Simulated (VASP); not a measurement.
Wanted: the native input for a VASP 6.6.1 run.

* Task: relaxation of the atoms
* Functional: rev-vdW-DF2
* Potentials or basis: VASP PAW PBE potentials, release 64 (Sn_d, S)
* Cutoff: 520 eV
* k mesh: 10 × 10 × 6
* Occupations: gaussian, width 0.05 eV
* Spin: no spin polarisation
* Further INCAR settings: ALGO = Normal; EDIFF = 1e-06; IBRION = 2; EDIFFG = -0.005; NSW = 60

The structure of SnS2 lies in POSCAR:

```
SnS2
1.0
    3.6390000000      0.0000000000      0.0000000000
   -1.8195000000      3.1514664400      0.0000000000
    0.0000000000      0.0000000000      5.5746000000
Sn S
1 2
Direct
    0.0000000000      0.0000000000      0.0000000000
    0.3333333300      0.6666666700      0.2631578900
    0.6666666700      0.3333333300      0.7368421100
```

The input as run:

INCAR

```
PREC = Accurate ; ENCUT = 520
EDIFF = 1E-6 ; ISMEAR = 0
SIGMA = 0.05 ; LREAL = False
LASPH = True ; NELM = 100
ALGO = Normal ; ISIF = 2
LWAVE = False ; LCHARG = False
GGA = MK ; LUSE_VDW = True
AGGAC = 0.0 ; PARAM1 = 0.1234
PARAM2 = 0.711357 ; ZAB_VDW = -1.8867
IBRION = 2 ; NSW = 60
EDIFFG = -0.005 ; KPAR = 2
```

KPOINTS

```
regular mesh
0
Gamma
  10 10 6
```

Potentials or basis: VASP PAW PBE potentials, release 64 (Sn_d, S).

Run with:

```sh
$ cat potpaw_PBE.64/Sn_d/POTCAR potpaw_PBE.64/S/POTCAR > POTCAR
$ mpirun -np 2 vasp_std > vasp.out
```

Results of the run:

```yaml
Energy_gained_by_relaxing: 1.4 meV/atom
Ionic_steps: 3
Pressure_after_relaxing: 3.1 GPa
Band_gap_on_the_k_mesh: 0.95 eV, indirect (least direct gap 1.51 eV)
```

Caveat: the PAW data sets were made with another functional, which shifts forces and pressure a little; spin-orbit coupling is left out, which moves the levels of the heavy elements.

It took 4.8 min on 2 MPI ranks on Intel(R) Xeon(R) Platinum 8259CL CPU @ 2.50GHz (Skylake/Cascade Lake), on a shared host, peak memory 0.42 GiB a rank.
